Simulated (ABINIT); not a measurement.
# BN (Qingsongite): G0W0 with ABINIT, start to end, part 3 of 3

Wanted: ground state, empty states, screening and self-energy for BN (Qingsongite).

ABINIT 10.8.3; PBE and many-body steps on it, plane waves. Known limits of the many-body steps: not at the basis limit.

So far. Step 4 (Empty states on the mesh, 8×8×8 mesh, 66 bands): On this mesh the gap is 4.535 eV. Step 5 (Screening, 8×8×8 mesh, 58 bands, screening to 217.7 eV): Local fields lower ε∞ by 7 %.

## Step 6: Self-energy, 8×8×8 mesh, 58 bands, screening to 217.7 eV

The self-energy is evaluated for the states that the input lists, and the levels follow from it, in one-shot runs by the linearised quasiparticle equation.

This step: G0W0 on PBE, plane waves, norm-conserving pseudopotentials.

Contents of run.abi:

```
acell 3*1.0 Angstrom
rprim 
  -0.000000000000 1.807500000000 1.807500000000
  1.807500000000 0.000000000000 1.807500000000
  1.807500000000 1.807500000000 -0.000000000000
ntypat 2
znucl 5 7
natom 2
typat 1 2
xred 
  0.000000000000 0.000000000000 0.000000000000
  0.250000000000 0.250000000000 0.250000000000
pp_dirpath "pseudos"
pseudos "B.upf, N.upf"
ecut 36
ngkpt 8 8 8
nshiftk 1
shiftk 0 0 0
kptopt 1
chksymbreak 0
istwfk *1
occopt 1
irdwfk 1
optdriver 4
nband 58
gwcalctyp 0
ecutsigx 36
symsigma 1
nkptgw 2
kptgw 
  0.0000000000 0.0000000000 0.0000000000
  0.5000000000 0.5000000000 0.0000000000
bdgw 
  2 7
  3 6
ecuteps 8
irdscr 1
ppmodel 1
indata_prefix "in"
outdata_prefix "out"
tmpdata_prefix "tmp"
```

Run with:

```console
$ OMP_NUM_THREADS=1 mpirun -n 8 abinit run.abi > log
```

Numbers of over 12 decimals in the logs are rounded to 6 here.

The log of the run:

```text
.Version 10.8.3 of ABINIT. v10.8.2 released Aug 2026.

 Symmetries : space group F-4 3 m (#216); Bravais cF (face-center cubic)
[... echo of the input left out ...]
== DATASET  1 ==================================================================
-   mpi_nproc: 8, omp_nthreads: 1 (-1 if OMP is not activated)

--- !DatasetInfo
iteration_state: {dtset: 1, }
dimensions: {natom: 2, nkpt: 29, mband: 58, nsppol: 1, nspinor: 1, nspden: 1, mpw: 869, }
cutoff_energies: {ecut:  36.0, pawecutdg:  -1.0, }
electrons: {nelect:   8.00000000E+00, charge:   0.00000000E+00, occopt:   1.00000000E+00, tsmear:   1.00000000E-02, }

 SIGMA: Calculation of the GW corrections

 Based on a program developped by R.W. Godby, V. Olevano, G. Onida, and L. Reining.
 Incorporated in ABINIT by V. Olevano, G.-M. Rignanese, and M. Torrent.
.Using double precision arithmetic ; gwpc =  8

[... cell and pseudopotentials left out ...]
--------------------------------------------------------------------------------

 ==== K-mesh for the wavefunctions ====
 Number of points in the irreducible wedge :    29
[... list of points left out ...]
 Together with 24 symmetry operations and time-reversal symmetry
 yields   512 points in the full Brillouin Zone.

 ==== Q-mesh for screening function ====
 Number of points in the irreducible wedge :    29
[... list of points left out ...]
 Together with 24 symmetry operations and time-reversal symmetry
 yields   512 points in the full Brillouin Zone.

 vcoul_init : cutoff-mode = AUXILIARY_FUNCTION
 q-points for optical limit:   1
     1)      0.000010    0.000020    0.000030
 setmesh: FFT mesh size selected  =    25x   25x   25
          total number of points  =        15625

 Number of electrons calculated from density =    8.0000; Expected =    8.0000
 average of density, n =  0.100376
 r_s =    1.3348
 omega_plasma =   30.5612 [eV]

 === KS Band Gaps ===
  >>>> For spin  1
   Minimum direct gap =   8.8782 [eV], located at k-point      :   0.0000  0.0000  0.0000
   Fundamental gap    =   4.5349 [eV], Top of valence bands at :   0.0000  0.0000  0.0000
                                       Bottom of conduction at :   0.5000  0.5000  0.0000
 SIGMA fundamental parameters:
 PLASMON POLE MODEL  1
 number of plane-waves for SigmaX                  869
 number of plane-waves for SigmaC and W             65
 number of plane-waves for wavefunctions           869
 number of bands                                    58
 number of independent spin polarizations            1
 number of spinorial components                      1
 number of k-points in IBZ                          29
 number of q-points in IBZ                          29
 number of symmetry operations                      24
 number of k-points in BZ                          512
 number of q-points in BZ                          512
 number of frequencies for dSigma/dE                 9
 frequency step for dSigma/dE [eV]                0.25
 number of omega for Sigma on real axis              0
 max omega for Sigma on real axis  [eV]           0.00
 zcut for avoiding poles [eV]                     0.10

 EPSILON^-1 parameters (SCR file):
 dimension of the eps^-1 matrix on file             65
 dimension of the eps^-1 matrix used                65
 number of plane-waves for wavefunctions           869
 number of bands                                    58
 number of q-points in IBZ                          29
 number of frequencies                               2
 number of real frequencies                          1
 number of imag frequencies                          1

 matrix elements of self-energy operator (all in [eV])

 Perturbative Calculation

--- !SelfEnergy_ee
iteration_state: {dtset: 1, }
kpoint     : [   0.000,    0.000,    0.000, ]
spin       : 1
KS_gap     :    8.878
QP_gap     :   10.873
Delta_QP_KS:    1.995
data: !SigmaeeData |
     Band     E0 <VxcDFT>   SigX SigC(E0)      Z dSigC/dE  Sig(E)    E-E0       E
        2   8.220 -18.520 -22.080   2.633   0.829  -0.206 -19.288  -0.768   7.452
        3   8.220 -18.520 -22.080   2.633   0.829  -0.206 -19.288  -0.768   7.452
        4   8.220 -18.520 -22.080   2.633   0.829  -0.206 -19.288  -0.768   7.452
        5  17.099 -13.778  -7.152  -5.172   0.843  -0.186 -12.552   1.226  18.325
        6  17.099 -13.778  -7.152  -5.172   0.843  -0.186 -12.552   1.226  18.325
        7  17.099 -13.778  -7.152  -5.172   0.843  -0.186 -12.552   1.226  18.325

--- !SelfEnergy_ee
iteration_state: {dtset: 1, }
kpoint     : [   0.500,    0.500,    0.000, ]
spin       : 1
KS_gap     :    9.442
QP_gap     :   11.367
Delta_QP_KS:    1.925
data: !SigmaeeData |
     Band     E0 <VxcDFT>   SigX SigC(E0)      Z dSigC/dE  Sig(E)    E-E0       E
        3   3.313 -16.496 -21.657   3.600   0.819  -0.222 -17.774  -1.278   2.035
        4   3.313 -16.496 -21.657   3.600   0.819  -0.222 -17.774  -1.278   2.035
        5  12.755 -12.570  -7.394  -4.418   0.855  -0.170 -11.923   0.647  13.402
        6  17.562 -12.696  -6.779  -5.013   0.851  -0.175 -11.927   0.769  18.331

== END DATASET(S) ==============================================================
================================================================================

 -outvars: echo values of variables after computation  --------
           etotal      0.0000000000E+00
            nband          58
             nkpt          29
          spgroup         216
 [... the other variables as echoed above ...]

 Calculation completed.
```

The job ended after 2.4 s (8 MPI ranks of AMD EPYC 9R45, shared host; peak memory 0.13 GiB; 17 s of CPU time).

This step gave:

```
G0W0 gap on the points computed              : 5.950 eV
starting gap on the mesh                     : 4.535 eV
k of the valence top                         : 0, 0, 0
k of the conduction bottom                   : 0.5, 0.5, 0
Z at the valence top                         : 0.829
Z at the conduction bottom                   : 0.855
least direct G0W0 gap on the computed points : 10.87 eV
```

The gap on the mesh goes from 4.53 eV to 5.95 eV, a correction of +1.42 eV.

Limits: finite bands, cutoff and mesh. v1 is the top filled band, c1 the lowest empty one. The levels before and after the correction (eV, zero at the valence-band top of each column):

|  | conduction bottom | valence top |
| --- | --- | --- |
| Kohn-Sham | 4.53 | 0.00 |
| G0W0 | 5.95 | 0.00 |

|  | level | energy (eV) |
| --- | --- | --- |
| Kohn-Sham | Γ v3-v1 | 0.000 |
| Kohn-Sham | Γ c1-c3 | 8.878 |
| Kohn-Sham | (0.5 0.5 0) v2-v1 | -4.907 |
| Kohn-Sham | (0.5 0.5 0) c1 | 4.535 |
| Kohn-Sham | (0.5 0.5 0) c2 | 9.342 |
| G0W0 | Γ v3-v1 | 0.000 |
| G0W0 | Γ c1-c3 | 10.873 |
| G0W0 | (0.5 0.5 0) v2-v1 | -5.417 |
| G0W0 | (0.5 0.5 0) c1 | 5.950 |
| G0W0 | (0.5 0.5 0) c2 | 10.879 |

## Step 7: Where the time went

Times are wall times on 8 MPI ranks of AMD EPYC 9R45, shared host, good to a factor of about two.

| step | time | share | memory (GiB) |
| --- | --- | --- | --- |
| ground state | 2.3 s | 11 % | 0.07 |
| bands along the symmetry lines | 2 s | 10 % | 0.07 |
| empty states on the mesh | 2.8 s | 14 % | 0.11 |
| screening | 11 s | 53 % | 1.0 |
| self-energy | 2.4 s | 12 % | 0.13 |

## Step 8: Summary of results

| Item | Value |
| --- | --- |
| PBE gap | 4.54 eV, indirect |
| G0W0 gap on the mesh | 5.95 eV |
| GW settings | 8×8×8 mesh, 58 bands, screening to 217.7 eV, Godby-Needs plasmon pole |
| known limits | not at the basis limit |

G0W0 moves the gap on the mesh from 4.53 eV to 5.95 eV (+1.42 eV), with Z of 0.83 and 0.85 at the edges. Local fields lower the RPA ε∞ on this mesh from 4.66 to 4.32. Only 2 of the mesh's irreducible points were corrected, so a valley elsewhere could overtake. The dearest step here is «screening». Bands and cutoff are finite, so the gap is not at the basis limit. The miss can reach some tenths of an eV and take either sign; the mesh is an error of its own. In the G0W0 run levels were corrected at 2 k points alone, so a gap called «on the mesh» is the least over those, and an edge elsewhere would be missed.

[Paths, hosts, dates, memory and timing lines, banners, echoed tables and standing remarks are left out of the program output.]

[Logs are printed without paths, hosts, clocks, repeated set-up lines and the standing remarks that a program may print on its own settings, such as how far it seeks lower states.]

[Runs of the session that timed out or met a known fault of the program may be left out.]

[Hosts, paths, dates, database ids (printed as entryN), source tags and the programs' standing remarks are cut or masked in the printed files.]

[G0W0 gaps are taken among the corrected bands and points alone; a level outside them can change the order at an edge.]

[Where Ansatz stands beside ABINIT at settings called matched, ABINIT's density can come from a denser mesh and the files from another edition; pairs whose starting gaps differed by over 0.03 eV were left out, so agreement reads better than it is.]
